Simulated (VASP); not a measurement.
Ce: single point with PBE

The system is Ce.

```
Ce
1.0
     0.00000    2.38454    2.38454
     2.38454    0.00000    2.38454
     2.38454    2.38454    0.00000
Ce
1
Direct
  0.00000 0.00000 0.00000
```

The cell was built by a generator and needn't be a form met in nature.

```json
{
 "Program": "VASP 6.6.1",
 "Task": "single point",
 "Functional": "PBE",
 "Potentials or basis": "VASP PAW PBE potentials, release 64 (Ce)",
 "Cutoff": "520 eV",
 "k mesh": "12 × 12 × 12",
 "Occupations": "fermi-dirac, width 0.136057 eV",
 "Spin": "no spin polarisation",
 "Dipole correction": "no",
 "Further INCAR settings": "ALGO = Fast; EDIFF = 1e-06; NBANDS = 12"
}
```

The pressure is 0.0 GPa. The band gap on the k mesh is none (metal or under the smearing width).

Levels at points of the mesh, in eV from the Fermi level:
```
           k point  band 2  band 3  band 4  band 5  band 6  band 7  band 8  band 9  band 10  band 11
(0.00, 0.00, 0.00)  -15.98  -15.98  -15.98   -2.95   -0.12    0.45    0.45    0.45     1.71     1.71
(0.50, 0.00, 0.00)  -18.68  -16.32  -16.32   -2.04   -0.03    0.52    0.52    0.80     1.01     1.40
(0.50, 0.50, 0.00)  -18.48  -16.95  -16.95   -2.77   -2.11    0.58    0.67    0.67     0.74     0.91
```

It took 34 s on 1 thread of Intel(R) Xeon(R) 6975P-C (Granite Rapids), with other jobs on the host, peak memory 0.18 GiB.

The run has no spin-orbit coupling, so splittings on Ce are missing. Spin polarisation is off, so any magnetic state and its effect on volume and gap are missing.
